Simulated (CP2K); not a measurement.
# Cu in CP2K: convergence with smearing width

The system is Cu.

```
CELL_PARAMETERS angstrom
2.46108 0.00000 0.00000
-0.92224 2.28175 0.00000
-0.76942 -1.14087 2.04042
ATOMIC_POSITIONS crystal
Cu 0.00000 0.00000 0.00000
```

This isn't the form of Cu at room conditions, which is fcc.

| Property | Result |
| --- | --- |
| Program | CP2K 2026.2 |
| Task | single point |
| Functional | PBEsol |
| Potentials or basis | POTENTIAL_UZH Cu GTH-PBE-q11; TZVP-MOLOPT-PBE-GTH basis |
| Density cutoff | 6123 eV |
| k mesh | 10 × 10 × 10 |
| Occupations | fermi-dirac, width 0.5 eV |
| Spin | no spin polarisation |

These are the settings of the first run; the series varies smearing width, with any setting tied to it.

Hardware: 1 thread of Arm Neoverse V1, with other jobs on the host.

| smearing width | energy less the tightest run, at zero smearing (meV/atom) | pressure (GPa) | SCF cycles | CPU time (s) | peak memory (GiB) |
| --- | --- | --- | --- | --- | --- |
| 0.5 eV | 15.28 | 3.06 | 9 | 140 | 0.35 |
| 0.3 eV | -7.71 | 1.24 | 10 | 150 | 0.35 |
| 0.2 eV | -7.17 | 0.87 | 10 | 150 | 0.35 |
| 0.1 eV | -1.98 | 0.65 | 10 | 150 | 0.35 |
| 0.05 eV | -0.36 | 0.50 | 10 | 150 | 0.35 |
| 0.025 eV | -0.04 | 0.41 | 10 | 150 | 0.35 |
| 0.01 eV | 0.00 | 0.37 | 10 | 150 | 0.35 |

Against the tightest run, the energy stays within 1 meV/atom from 0.05 eV on; the pressure stays within 0.1 GPa from 0.025 eV on. Narrower smearing needs a denser k mesh, so at a fixed mesh the narrowest width isn't the most accurate. The tightest run that finished is the yardstick and may itself not be fully converged.

Caveat, for the tightest run too: the potentials were made for another functional, which shifts forces and pressure; the basis of atomic orbitals isn't converged, which shifts pressures, moduli and gaps.
